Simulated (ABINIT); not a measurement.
Here is an ABINIT 10.8.3 (patched build) calculation.

File run.abi:

```
# Datasets: one volume each
ndtset 7
getwfk -1
scalecart1 3*0.9795861087
scalecart2 3*0.9864848297
scalecart3 3*0.9932883884
scalecart4 3*1.0000000000
scalecart5 3*1.0066227096
scalecart6 3*1.0131594038
scalecart7 3*1.0196128224

# Pseudopotentials
pp_dirpath "./"
pseudos "Zr.GGA_PBE-JTH.xml, S.GGA_PBE-JTH.xml"

# Structure
acell 3.6913825498 3.6913825498 6.04107701 Angstrom
rprim
     1.0000000000     0.0000000000     0.0000000000
    -0.5000000000     0.8660254038     0.0000000000
     0.0000000000     0.0000000000     1.0000000000
ntypat 2
znucl 40 16
natom 3
typat 1 2 2
xred
     0.0000000000     0.0000000000     0.0000000000
     0.3333333333     0.6666666667     0.2379099700
     0.6666666667     0.3333333333     0.7620900300

# Plane-wave basis
ecut 20.0
pawecutdg 40.0

# k points
kptopt 1
ngkpt 8 8 5
nshiftk 1
shiftk 0.0 0.0 0.0

# Exchange and correlation
ixc 11

# Bands and occupations
nband 16
occopt 3
tsmear 0.05 eV

# SCF cycle
nstep 100
tolvrs 1.0e-9

# Output
iomode 3
prtwf 1
prtden 0
prteig 0
prtebands 0
enunit 1
```

Potentials or basis: JTH PAW PBE v2.0.

Run with:

```bash
$ abinit run.abi > log 2>&1
```

(1) Estimate the equilibrium volume.

(2) Predict the bulk modulus at fixed shape and positions.

Results:

(1) 23.88 Å³/atom.

(2) 88 GPa.

Caveat: pressures at fixed basis lie under the slope of the energies; the cell was scaled at fixed shape and fractional positions, which overstates the stiffness of a crystal with free parameters, most of all of layers and chains; this functional lacks dispersion, which binds the layers, so the pressure and a relaxed spacing across them are unreliable.
